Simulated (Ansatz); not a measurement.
Structure search for Ba2Hf2O

Computed with DFT PBE, scalar-relativistic, plane waves, PAW in Ansatz 0.2.0. All cells share a 420 eV cutoff and Γ-centred k meshes spaced at most about 0.3 Å⁻¹ (about 0.25 or finer for metals, 2π included). No spin polarisation.

Energies over the elements count from the elements' standard structures at the same level (O₂ as a molecule), with no fitted energy shifts.

These are static total energies at zero pressure. Larger cells and other orderings weren't all tried, so the list isn't exhaustive. Spin–orbit coupling, which can matter for Hf, is left out.

Invented guesses were relaxed alike, and ends that match in structure were merged. ΔE counts from the first row. Coordination counts Ba or Hf atoms around O (for each partner element, those within 1.25 times its shortest distance or 1.15 times the sum of covalent radii, where it is the nearest in units of that sum or under 1.3). The ends were matched against large subsets of the Crystallography Open Database and the Materials Project, so a missing match doesn't prove that a structure is unreported.

```tsv
#	reached from	type and space group	atoms	Å³/atom	coordination	ΔE (meV/atom)	gap on mesh (eV)	in databases
1	CaAl2Ge2 type (P-3m1)	P-3m1 (No. 164)	5	26.8	O 6	0	0.00	no match
2	random cell	P-3m1 (No. 164)	5	26.9	O 6	116	0.00	no match
3	YMn2Si2 type (I4/mmm)	I4/mmm (No. 139)	5	29.4	O 8	370	0.00	no match
4	random cell	P6/mmm (No. 191)	5	30.6	O 6	1335	0.00	no match
```

The lowest: Space group P-3m1 (No. 164), trigonal, a = 3.533 Å, c = 12.407 Å. Ba is surrounded by 3 O at 2.64 Å, 6 Ba at 3.53 Å, 3 Ba at 3.92 Å and 3 Hf at 3.97 Å; Hf has 3 Hf at 3.03 Å, 6 Hf at 3.53 Å and 3 Ba at 3.97 Å; O is surrounded by 6 Ba at 2.64 Å. Its energy over the elements is −0.56 eV/atom. Whether it is stable depends on the other phases of the system, which aren't compared here. An observed structure of this formula, if there is one, may be missing.

```
Ba Hf O
1.0
     3.53315    0.00000    0.00000
    -1.76658    3.05980    0.00000
     0.00000    0.00000   12.40721
Ba Hf O
2 2 1
Cartesian
  0.0000 2.0399 1.6714
  1.7666 1.0199 10.7358
  0.0000 2.0399 7.3258
  1.7666 1.0199 5.0814
  0.0000 0.0000 0.0000
```

The second: Space group P-3m1 (No. 164), trigonal, a = 3.528 Å, c = 12.467 Å. Ba has 6 Ba at 3.53 Å, 3 Hf at 3.75 Å, 1 Ba at 3.94 Å and 1 O at 4.26 Å; around Hf lie 3 O at 2.32 Å, 3 Hf at 3.02 Å, 6 Hf at 3.53 Å and 3 Ba at 3.75 Å; O has 6 Hf at 2.32 Å, 6 O at 3.53 Å, 6 Hf at 4.22 Å and 2 Ba at 4.26 Å. Counting Ba or Hf atoms around O, the first and the second both have O 6. Cells relaxed within their symmetry can be saddle points. Some candidate types were left out of the draw beforehand, so a known form may be missing.
